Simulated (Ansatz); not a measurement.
Data:

```
LiI
1.0
    0.00000     2.85924     3.00909
    3.00909     0.00000     3.00909
    3.00909     2.85924     0.00000
I Li
1 1
Cartesian
  0.00000   0.00000   0.00000
  3.00909   2.85924   3.00909
```

No spin polarisation.

All numbers come from r2SCAN in Ansatz (plane waves to 500 eV, PAW, no spin-orbit coupling). Settings: 10×10×10 k-points, 0.05 eV Fermi–Dirac smearing.

Task: Predict the smallest direct gap and band gap.

Result: The smallest direct gap is 5.32 eV and the band gap is 4.87 eV.

With I present, leaving out spin-orbit coupling can change the band edges. The cells carry an imposed strain or load. Stability against distortions was not tested. The cell was made from LiI in the rock salt structure (space group Fm-3m, No. 225) by this change: uniaxial strain ε_yy = −4.98 %.

Ansatz is a program for electronic structure.
